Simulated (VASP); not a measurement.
# SnTe: restarted molecular dynamics, 2 variants

SnTe, F-43m (no. 216), 8 atoms in the cell. PBE, molecular dynamics; PAW potentials Te, Sn (PBE set).

| Restart from | Temperature at the end (K) | The same without a restart (K) | Potential energy at the end (eV/atom) | The same without a restart (eV/atom) | Electronic steps in the first step after the restart | Time (s) |
|---|---|---|---|---|---|---|
| CONTCAR with velocities, WAVECAR read | 1088.0 | 1088.0 | -3.46482 | -3.46482 | 5 | 173 |
| CONTCAR with velocities, no WAVECAR | 1088.0 | 1088.0 | -3.46482 | -3.46482 | 15 | 174 |

Limits: 240 fs of 8 atoms are too short for converged averages.

## Input of the first row

INCAR.step1:
```
ALGO = Normal
EDIFF = 1E-6
ENCUT = 200
GGA = PE
IBRION = 0
ISIF = 2
ISMEAR = 0
ISYM = 0
KPAR = 2
LASPH = T
LCHARG = F
LREAL = Auto
LWAVE = T
MDALGO = 2
NELM = 60
NELMIN = 4
NSW = 30
POTIM = 4.0
PREC = Normal
RANDOM_SEED = 166644 0 0
SIGMA = 0.05
SMASS = 0
TEBEG = 1600
```

INCAR.step2, as INCAR.step1 but for:
```
- LWAVE = T
+ LWAVE = F
```

KPOINTS:
```
k-points
0
Monkhorst-Pack
  2 2 2
```

POSCAR.step1:
```
SnTe
1.0
    7.2222920000      0.0000000000      0.0000000000
    0.0000000000      7.2222920000      0.0000000000
    0.0000000000      0.0000000000      7.2222920000
Te Sn
4 4
Direct
    0.2500000000      0.2500000000      0.7500000000
    0.2500000000      0.7500000000      0.2500000000
    0.7500000000      0.2500000000      0.2500000000
    0.7500000000      0.7500000000      0.7500000000
    0.0000000000      0.0000000000      0.0000000000
    0.0000000000      0.5000000000      0.5000000000
    0.5000000000      0.0000000000      0.5000000000
    0.5000000000      0.5000000000      0.0000000000
```

Commands (each step's output is kept before the next begins):
```
cat potpaw_PBE.64/Te/POTCAR potpaw_PBE.64/Sn/POTCAR > POTCAR
cp INCAR.step1 INCAR
cp POSCAR.step1 POSCAR
mpirun -np 2 vasp_std > vasp.out
cp CONTCAR POSCAR
cp INCAR.step2 INCAR
mpirun -np 2 vasp_std > vasp.out
```

Changes of the last row against the first:
```
(step 1)
- LWAVE = True
+ LWAVE = False
```

VASP 6.6.1 took 173 s on 2 cores (AMD EPYC 7R13 (Zen 3)), a shared host.
